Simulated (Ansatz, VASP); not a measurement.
Two plane-wave programs on MgS

The input POSCAR:

```
MgS
1.0
    3.2628174056      0.0000000000      0.0000000000
    0.0000000000      3.2628174056      0.0000000000
    0.0000000000      0.0000000000      3.2628174056
Mg S
1 1
Direct
    0.0000000000      0.0000000000      0.0000000000
    0.5000000000      0.5000000000      0.5000000000
```

The input INCAR.step1:

```
PREC = Accurate
ENCUT = 520
ISMEAR = -1
SIGMA = 0.02
LREAL = False
LASPH = True
NELM = 80
NBANDS = 11
GGA = PE
ALGO = Normal
EDIFF = 1E-4
LWAVE = True
LCHARG = False
```

The input INCAR.step2:

```
PREC = Accurate
ENCUT = 520
EDIFF = 1E-7
ISMEAR = -1
SIGMA = 0.02
LREAL = False
LASPH = True
NELM = 80
ALGO = Normal
ISIF = 2
LWAVE = False
LCHARG = True
METAGGA = R2SCAN
LMIXTAU = True
LELF = True
LVHAR = True
NBANDS = 11
ISTART = 1
```

File KPOINTS:

```
regular mesh
0
Gamma
  8 8 8
```

Input for Ansatz:

```yaml
crystal:
  lattice:
    - [3.2628174056, 0.0, 0.0]
    - [0.0, 3.2628174056, 0.0]
    - [0.0, 0.0, 3.2628174056]
  atoms:
    - { symbol: Mg, position: [0.0, 0.0, 0.0] }
    - { symbol: S, position: [0.5, 0.5, 0.5] }
kpoints:
  mp_grid: { grid: [8, 8, 8] }
  band_path:
    path:
      - [0.0, 0.0, 0.0]
      - [0.0, 0.5, 0.0]
      - [0.5, 0.5, 0.0]
      - [0.5, 0.5, 0.5]
      - [0.4, 0.5, 0.0]
      - [0.5, 0.5, 0.1]
    npoints: 1
hamiltonian:
  xc: r2scan
scf:
  occupations: { method: fermi_dirac, width: 0.02 }
  n_extra_bands: 4
output:
  forces: true
  stress: true
  eigenvalues: true
```

Alike in both runs: task single point; functional r2SCAN; k mesh 8 × 8 × 8; occupations fermi-dirac, width 0.02 eV; no spin polarisation.

|  | VASP | Ansatz |
| --- | --- | --- |
| version | VASP 6.6.1 | Ansatz 0.2.0 |
| potentials or method | VASP PAW PBE potentials, release 64 (Mg, S) | plane waves, PAW |
| plane-wave cutoff (eV) | 520 | 500 |
| valence electrons in the cell | 8 | 16 |

VASP gave:

```
pressure (GPa) : -0.4
```

Task: Estimate Ansatz's values.

Result: Pressure (GPa): 0.0.

With one functional, cell and mesh, what is left measures potentials, basis and numerics. The two sets of potentials don't hold the same shells in valence.

Caveats: the PAW data sets were made with another functional, which shifts forces and pressure a little (VASP). r2SCAN opens gaps a little over a GGA but as a rule still falls short of measured ones. A k mesh can miss the band edges.
